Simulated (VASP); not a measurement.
RbBr: band structure with PBE

The system is RbBr.

```
Rb Br
1.0
     0.00000    3.42606    3.42606
     3.42606    0.00000    3.42606
     3.42606    3.42606    0.00000
Rb Br
1 1
Cartesian
  6.8521 3.4261 3.4261
  3.4261 3.4261 3.4261
```

| Item | Value |
| --- | --- |
| Program | VASP 6.6.1 |
| Task | band structure |
| Functional | PBE |
| Potentials or basis | VASP PAW PBE potentials, release 64 (Rb_sv, Br) |
| Cutoff | 520 eV |
| k mesh | 4 × 4 × 4 |
| Occupations | gaussian, width 0.03 eV |
| Spin | no spin polarisation |
| Grid for exact exchange (PRECFOCK) | Fast |
| Further INCAR settings | ALGO = Normal; EDIFF = 1e-06; NBANDS = 15 |

The pressure is 1.0 GPa. The band gap on the k mesh is 4.36 eV, direct. The band gap along the path is 4.36 eV, direct.

Levels at points of the mesh, in eV from the valence-band top:
```tsv
k point	band 5	band 6	band 7	band 8	band 9	band 10	band 11	band 12
(0.00, 0.00, 0.00)	-8.49	0.00	0.00	0.00	4.36	7.28	7.28	7.28
(0.50, 0.00, 0.00)	-8.44	-0.99	-0.36	-0.36	6.82	7.72	9.49	9.49
(0.50, 0.50, 0.00)	-8.56	-0.47	-0.16	-0.16	5.61	7.13	9.20	9.21
```

Wall time 3.7 s on 4 MPI ranks on Intel(R) Xeon(R) 6975P-C (Granite Rapids) (shared host), peak memory 0.2 GiB a rank.

A hybrid or GW would open this gap; PBE tends to underestimate it.
